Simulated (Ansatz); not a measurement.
Entries from a set of simulations; values are calculated unless marked as measured.

```
From HSE06 to G0W0: AlN (P6_3mc)
1.0
     3.11300    0.00000    0.00000
    -1.55650    2.69594    0.00000
     0.00000    0.00000    4.98100
Al N
2 2
Direct
  0.33333 0.66667 0.00000
  0.66667 0.33333 0.50000
  0.33333 0.66667 0.38000
  0.66667 0.33333 0.88000
# method: G0W0 on HSE06, plane waves, PAW (and 1 further level or step)
# program: Ansatz 0.2.0
# settings of one run: cutoff 420 eV, 6×6×4 k-mesh, default PAW, empty bands 124, screening cutoff 120 eV, screening contour deformation, QP bands (v2, c2)
# cost: 2 runs, 46 s in all on 1 × NVIDIA H100 80GB HBM3 (shared by 6 runs) with 2 threads of AMD EPYC 7R13 (Zen 3), shared host (the runs of this entry)
# notes: The database entry behind the starting cell differs from later determinations by our own check (inner coordinate u about 0.002 short). In doubt: masses and optical values from hybrid runs of this build are listed as unsure (in some of the runs), which bears on the screening that GW takes from such a start. The cell and positions come from the Crystallography Open Database and are kept as given unless a step says otherwise.
# HSE06 gap over mesh and listed points: 5.580 eV, direct, at k = Γ
# G0W0@HSE06 gap over 15 of 21 irreducible mesh points: 6.445 eV, direct, at k = Γ
# GW settings: 6×6×4 mesh, 124 empty bands, screening to 120 eV
# known limits: finite bands, screening cutoff and k mesh; no spin-orbit coupling in G0W0
```

```
Quasiparticle gap of AlN (P6_3mc)
1.0
     3.11300    0.00000    0.00000
    -1.55650    2.69594    0.00000
     0.00000    0.00000    4.98100
Al N
2 2
Direct
  0.33333 0.66667 0.00000
  0.66667 0.33333 0.50000
  0.33333 0.66667 0.38000
  0.66667 0.33333 0.88000
# method: DFT, PBE, plane waves, PAW (and 1 further level or step)
# program: Ansatz 0.2.0
# settings of one run: cutoff 420 eV, 12×12×6 k-mesh, smearing width 0.02 eV, default PAW
# cost: 2 runs, 15 s in all on 1 × NVIDIA H100 80GB HBM3 (shared by 6 runs) with 2 threads of AMD EPYC 7R13 (Zen 3), shared host (the runs of this entry)
# notes: The database entry behind the starting cell differs from later determinations by our own check (inner coordinate u about 0.002 short). The cell and positions come from the Crystallography Open Database and are kept as given unless a step says otherwise. From 52 bands and 60 eV to 276 bands and 200 eV the gap moves by 5.914 − 5.484 = +0.430 eV (rung by rung 5.484, 5.808, 5.914 eV); bands and screening cutoff rise together, so their parts are not told apart. A line in one over the bands through the two highest rungs gives 5.914 + (5.914 − 5.808) × 132 / (276 − 132) = 6.011 eV, and through the pair below 5.808 + (5.808 − 5.484) × 52 / (132 − 52) = 6.019 eV. [rest of the remark cut]
# PBE gap over mesh and path: 4.213 eV, direct, at k = Γ
# G0W0@PBE gap over 15 of 21 irreducible mesh points: 5.914 eV, direct, at k = Γ
# estimated limit in bands and cutoff, on this mesh: 6.011 eV
# GW settings: 6×6×4 mesh, 268 empty bands, screening to 200 eV
# known limits: finite bands, screening cutoff and k mesh; no spin-orbit coupling in G0W0
```

[Paths, hosts, dates, memory and timing lines, banners, echoed tables and standing remarks are left out of the program output.]

[Logs are printed without paths, hosts, clocks, repeated set-up lines and the standing remarks that a program may print on its own settings, such as how far it seeks lower states.]

[Runs of the session that timed out or met a known fault of the program may be left out.]

[Cells called generated may have been cut or substituted from an entry of the Crystallography Open Database or the Materials Project.]

[Hosts, paths, dates, database ids (printed as entryN), source tags and the programs' standing remarks are cut or masked in the printed files.]
